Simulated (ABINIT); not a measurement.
**CdS (Hawleyite): G0W0 with ABINIT, start to end**

How does a plane-wave GW calculation on CdS (Hawleyite) run from the first input to the gap?

Main program and level: ABINIT 10.8.3; PBE and many-body steps on it, plane waves.

**The experiments to reproduce.**

- Gap 2.42 eV: optical gap from inflexion point of photoacoustic spectrum, as-grown film; photoacoustic spectroscopy; film (as-grown chemical bath deposited film, about 0.25 um thick, deposited at 80 C) (“Study of the band--gap shift in CdS films: Influence of thermal annealing in different atmospheres”, 1995, arxiv:cond-mat/9501125).

### 1. Set-up

It takes space group F-43m (No. 216, cubic). Conventional cell: a = 5.833 Å, b = 5.833 Å, c = 5.833 Å, α = 90.00°, β = 90.00°, γ = 90.00°. Nearest to Cd lie 4 S at 2.53 Å. S has 4 Cd at 2.53 Å nearest. Farther neighbours and most contacts between anions are not listed.

The cell and positions come from the Crystallography Open Database and are kept as given unless a step says otherwise.

### 2. Ground state

This step: ABINIT 10.8.3; DFT, PBE, plane waves, norm-conserving pseudopotentials.

The ground-state density comes first.

Contents of run.abi:

```
acell 3*1.0 Angstrom
rprim 
  -0.000000000000 2.916500000000 2.916500000000
  2.916500000000 -0.000000000000 2.916500000000
  2.916500000000 2.916500000000 -0.000000000000
ntypat 2
znucl 48 16
natom 2
typat 1 2
xred 
  0.000000000000 0.000000000000 0.000000000000
  0.250000000000 0.250000000000 0.250000000000
pp_dirpath "pseudos"
pseudos "Cd.upf, S.upf"
ecut 47
ngkpt 6 6 6
nshiftk 1
shiftk 0 0 0
kptopt 1
chksymbreak 0
nband 18
occopt 1
tolvrs 1e-10
nstep 60
prtwf 0
indata_prefix "in"
outdata_prefix "out"
tmpdata_prefix "tmp"
```

Started as:

```console
$ OMP_NUM_THREADS=1 mpirun -n 4 abinit run.abi > log
```

Numbers of over 12 decimals in the logs are rounded to 6 here.

The log of the run:

```text
.Version 10.8.3 of ABINIT. v10.8.2 released Aug 2026.

 Symmetries : space group F-4 3 m (#216); Bravais cF (face-center cubic)
================================================================================
 Values of the parameters that define the memory need of the present run
     intxc =       0    ionmov =       0      iscf =       7    lmnmax =       6
     lnmax =       6     mgfft =      50  mpssoang =       3    mqgrid =    3001
     natom =       2  nloc_mem =       1    nspden =       1   nspinor =       1
    nsppol =       1      nsym =      24    n1xccc =    2501    ntypat =       2
    occopt =       1   xclevel =       2
-    mband =          18        mffmem =           1         mkmem =           4
       mpw =        5188          nfft =      125000          nkpt =          16
================================================================================
  Rough estimation (10% accuracy) of disk space for files :
================================================================================

--------------------------------------------------------------------------------
------------- Echo of variables that govern the present computation ------------
--------------------------------------------------------------------------------
 -outvars: echo values of preprocessed input variables --------
            acell      1.8897261259E+00  1.8897261259E+00  1.8897261259E+00 Bohr

      chksymbreak           0
             ecut      4.70000000E+01 Hartree
-          fftalg         312

              ixc     -101130
              kpt      0.00000000E+00  0.00000000E+00  0.00000000E+00
                       1.66666667E-01  0.00000000E+00  0.00000000E+00
                       3.33333333E-01  0.00000000E+00  0.00000000E+00
                       5.00000000E-01  0.00000000E+00  0.00000000E+00
                       1.66666667E-01  1.66666667E-01  0.00000000E+00
                       3.33333333E-01  1.66666667E-01  0.00000000E+00
                       5.00000000E-01  1.66666667E-01  0.00000000E+00
                      -3.33333333E-01  1.66666667E-01  0.00000000E+00
                      -1.66666667E-01  1.66666667E-01  0.00000000E+00
   [... 5 further rows ...]
                      -3.33333333E-01  3.33333333E-01  1.66666667E-01
                      -3.33333333E-01  5.00000000E-01  1.66666667E-01
         kptrlatt        6    0    0      0    6    0      0    0    6
          kptrlen      4.67656631E+01
P           mkmem           4
            natom           2
            nband          18
            ngfft          50      50      50
             nkpt          16
            nstep          60
             nsym          24
           ntypat           2
              occ      2.000000  2.000000  2.000000  2.000000  2.000000  2.000000
                       2.000000  2.000000  2.000000  2.000000  2.000000  2.000000
                       2.000000  0.000000  0.000000  0.000000  0.000000  0.000000
            prtwf           0
            rprim     -0.0000000000E+00  2.9165000000E+00  2.9165000000E+00
[...]
spgroup         216

           tolvrs      1.00000000E-10

             xred      0.0000000000E+00  0.0000000000E+00  0.0000000000E+00
[...]
znucl       48.00000   16.00000

================================================================================

 chkinp: Checking input parameters for consistency.

================================================================================
== DATASET  1 ==================================================================
-   mpi_nproc: 4, omp_nthreads: 1 (-1 if OMP is not activated)

--- !DatasetInfo
iteration_state: {dtset: 1, }
dimensions: {natom: 2, nkpt: 16, mband: 18, nsppol: 1, nspinor: 1, nspden: 1, mpw: 5188, }
cutoff_energies: {ecut:  47.0, pawecutdg:  -1.0, }
electrons: {nelect:   2.60000000E+01, charge:   0.00000000E+00, occopt:   1.00000000E+00, tsmear:   1.00000000E-02, }

 Real(R)+Recip(G) space primitive vectors, cartesian coordinates (Bohr,Bohr^-1):
 R(1)=  0.0000000  5.5113862  5.5113862  G(1)= -0.0907213  0.0907213  0.0907213
 R(2)=  5.5113862  0.0000000  5.5113862  G(2)=  0.0907213 -0.0907213  0.0907213
 R(3)=  5.5113862  5.5113862  0.0000000  G(3)=  0.0907213  0.0907213 -0.0907213
 Unit cell volume ucvol=  3.3482088E+02 bohr^3
 Angles (23,13,12)=  6.00000000E+01  6.00000000E+01  6.00000000E+01 degrees

 getcut: wavevector=  0.0000  0.0000  0.0000  ngfft=  50  50  50
         ecut(hartree)=     47.000   => boxcut(ratio)=   2.07948

--- Pseudopotential description ------------------------------------------------
- Cd Generated using ONCVPSP code by D. R. Hamann
- 48.00000  20.00000  171031                  znucl, zion, pspdat
12 -101130 2 -1 1368                          pspcod,pspxc,lmax,lloc,mmax
     nproj     2     2     2
  pspatm : epsatm=   23.16453630
         --- l  ekb(1:nproj) -->
[...]
pspatm: atomic psp has been read  and splines computed

- S Generated using ONCVPSP code by D. R. Hamann
- 16.00000   6.00000  171031                  znucl, zion, pspdat
12 -101130 2 -1 1146                          pspcod,pspxc,lmax,lloc,mmax
     nproj     2     2     2
  pspatm : epsatm=    9.01821529
         --- l  ekb(1:nproj) -->
[...]
2   -3.547662   -0.986524
 pspatm: atomic psp has been read  and splines computed

   8.36751541E+02                                ecore*ucvol(ha*bohr**3)
--------------------------------------------------------------------------------

_setup2: Arith. and geom. avg. npw (full set) are    5151.458    5151.430

================================================================================

--- !BeginCycle
iteration_state: {dtset: 1, }
solver: {iscf: 7, nstep: 60, nline: 4, wfoptalg: 0, }
tolerances: {tolvrs: 1.00E-10, }

     iter   Etot(hartree)      deltaE(h)  residm     vres2
 ETOT  1  -184.58109602512    -1.846E+02 2.197E+00 4.390E+03
 ETOT  2  -185.65086711536    -1.070E+00 3.839E-02 6.972E+03
 ETOT  3  -186.34144421193    -6.906E-01 5.803E-03 7.723E+02
 ETOT  4  -186.39720509171    -5.576E-02 2.096E-03 2.072E+02
 ETOT  5  -186.41732805768    -2.012E-02 6.205E-04 2.343E+00
 ETOT  6  -186.41755963703    -2.316E-04 2.448E-04 2.511E-02
 ETOT  7  -186.41756130017    -1.663E-06 3.384E-05 9.705E-03
 ETOT  8  -186.41756155447    -2.543E-07 3.870E-05 7.709E-03
 ETOT  9  -186.41756237534    -8.209E-07 1.732E-05 2.003E-05
 ETOT 10  -186.41756237782    -2.479E-09 4.463E-05 2.764E-07
 ETOT 11  -186.41756237784    -1.782E-11 2.006E-05 1.060E-08
 ETOT 12  -186.41756237785    -7.731E-12 4.702E-05 7.445E-10
 ETOT 13  -186.41756237784     3.496E-12 2.139E-05 4.140E-11

 At SCF step   13       vres2   =  4.14E-11 < tolvrs=  1.00E-10 =>converged.

 Cartesian components of stress tensor (hartree/bohr^3)
  sigma(1 1)= -8.66891734E-05  sigma(3 2)=  0.00000000E+00
  sigma(2 2)= -8.66891734E-05  sigma(3 1)=  0.00000000E+00
  sigma(3 3)= -8.66891734E-05  sigma(2 1)=  0.00000000E+00

--- !ResultsGS
iteration_state: {dtset: 1, }
comment   : Summary of ground state results
lattice_vectors:
- [ -0.0000000,   5.5113862,   5.5113862, ]
- [  5.5113862,  -0.0000000,   5.5113862, ]
- [  5.5113862,   5.5113862,  -0.0000000, ]
lattice_lengths: [   7.79428,    7.79428,    7.79428, ]
lattice_angles: [ 60.000,  60.000,  60.000, ] # degrees, (23, 13, 12)
lattice_volume:   3.3482088E+02
convergence: {deltae:  3.496E-12, res2:  4.140E-11, residm:  2.139E-05, diffor: null, }
etotal    :  -1.86417562E+02
entropy   :   0.00000000E+00
fermie    :   1.60449132E-01
cartesian_stress_tensor: # hartree/bohr^3
- [ -8.66891734E-05,   0.00000000E+00,   0.00000000E+00, ]
- [  0.00000000E+00,  -8.66891734E-05,   0.00000000E+00, ]
- [  0.00000000E+00,   0.00000000E+00,  -8.66891734E-05, ]
pressure_GPa:   2.5505E+00
xred      :
- [  0.0000E+00,   0.0000E+00,   0.0000E+00, Cd]
- [  2.5000E-01,   2.5000E-01,   2.5000E-01,  S]
cartesian_forces: # hartree/bohr
- [ -2.48097092E-29,  -2.48097092E-29,   7.44291277E-29, ]
- [  2.48097092E-29,   2.48097092E-29,  -7.44291277E-29, ]
force_length_stats: {min:   8.22844967E-29, max:   8.22844967E-29, mean:   8.22844967E-29, }

 Integrated electronic density in atomic spheres:
 ------------------------------------------------
 Atom  Sphere_radius  Integrated_density
    1        2.00000         17.17000095
    2        2.00000          3.93308081
================================================================================

 ----iterations are completed or convergence reached----

 Mean square residual over all n,k,spin=   83.764E-09; max=  21.389E-06
 reduced coordinates (array xred) for    2 atoms
       0.000000000000      0.000000000000      0.000000000000
       0.250000000000      0.250000000000      0.250000000000
 rms dE/dt=  3.8084E-28; max dE/dt=  5.3853E-28; dE/dt below (all hartree)
    1      -0.000000000000     -0.000000000000      0.000000000000
    2       0.000000000000      0.000000000000     -0.000000000000

 cartesian coordinates (angstrom) at end:
    1      0.000000     0.000000     0.000000
    2      1.458250     1.458250     1.458250

 cartesian forces (hartree/bohr) at end:
    1     -0.000000    -0.000000     0.000000
    2      0.000000     0.000000    -0.000000
 frms,max,avg= 4.7506976E-29 7.4429128E-29   0.000E+00  0.000E+00  0.000E+00 h/b

 cartesian forces (eV/Angstrom) at end:
    1     -0.000000    -0.000000     0.000000
    2      0.000000     0.000000    -0.000000
 frms,max,avg= 2.4429069E-27 3.8272996E-27   0.000E+00  0.000E+00  0.000E+00 e/A
 length scales=  1.889726125908  1.889726125908  1.889726125908 bohr
              =  1.000000000000  1.000000000000  1.000000000000 angstroms
 prteigrs : about to open file out_EIG
 Fermi (or HOMO) energy (hartree) =   0.16045   Average Vxc (hartree)=  -0.34390
 Eigenvalues (hartree) for nkpt=  16  k points:
 kpt#   1, nband= 18, wtk=  0.00463, kpt=  0.0000  0.0000  0.0000 (reduced coord)
  -3.56438   -2.13350   -2.13350   -2.13350   -0.29393   -0.12336   -0.12336   -0.12336
  -0.10576   -0.10576    0.16045    0.16045    0.16045    0.20252    0.40047    0.40047
   0.40047    0.58082
 prteigrs : prtvol=0 or 1, do not print more k-points.

--- !EnergyTerms
iteration_state     : {dtset: 1, }
comment             : Components of total free energy in Hartree
kinetic             :  6.53961700220414E+01
hartree             :  6.51752441479163E+01
xc                  : -2.74241571192249E+01
Ewald energy        : -9.94062291781547E+01
psp_core            :  2.49910199437371E+00
local_psp           : -1.98406412410884E+02
non_local_psp       :  5.74872016608811E+00
total_energy        : -1.86417562377844E+02
total_energy_eV     : -5.07268029289778E+03
band_energy         : -2.10662569605589E+01

 Cartesian components of stress tensor (hartree/bohr^3)
  sigma(1 1)= -8.66891734E-05  sigma(3 2)=  0.00000000E+00
  sigma(2 2)= -8.66891734E-05  sigma(3 1)=  0.00000000E+00
  sigma(3 3)= -8.66891734E-05  sigma(2 1)=  0.00000000E+00

-Cartesian components of stress tensor (GPa)         [Pressure=  2.5505E+00 GPa]
- sigma(1 1)= -2.55048354E+00  sigma(3 2)=  0.00000000E+00
- sigma(2 2)= -2.55048354E+00  sigma(3 1)=  0.00000000E+00
- sigma(3 3)= -2.55048354E+00  sigma(2 1)=  0.00000000E+00

== END DATASET(S) ==============================================================
================================================================================

 -outvars: echo values of variables after computation  --------
           etotal     -1.8641756238E+02
            nband          18
             nkpt          16
          spgroup         216
 [... the other variables as echoed above ...]

 Calculation completed.
```

The job ended after 22 s (4 MPI ranks of Arm Neoverse V1, shared host; peak memory 0.4 GiB).

This step gave:

- total energy: -5072.6803 eV
- gap: 1.145 eV
- k of the valence top: 0, 0, 0
- k of the conduction bottom: 0, 0, 0
- least direct gap: 1.145 eV
- pressure: 2.550 GPa

The gap is direct, at Γ.

The cutoff was set for levels, not for stress, so the pressure can be off by some GPa.

(Part 1 of 3 ends here.)

[Paths, hosts, dates, memory and timing lines, banners, echoed tables and standing remarks are left out of the program output.]

[Logs are printed without paths, hosts, clocks, repeated set-up lines and the standing remarks that a program may print on its own settings, such as how far it seeks lower states.]

[Runs of the session that timed out or met a known fault of the program may be left out.]

[Hosts, paths, dates, database ids (printed as entryN), source tags and the programs' standing remarks are cut or masked in the printed files.]

[G0W0 gaps are taken among the corrected bands and points alone; a level outside them can change the order at an edge.]

[Where Ansatz stands beside ABINIT at settings called matched, ABINIT's density can come from a denser mesh and the files from another edition; pairs whose starting gaps differed by over 0.03 eV were left out, so agreement reads better than it is.]
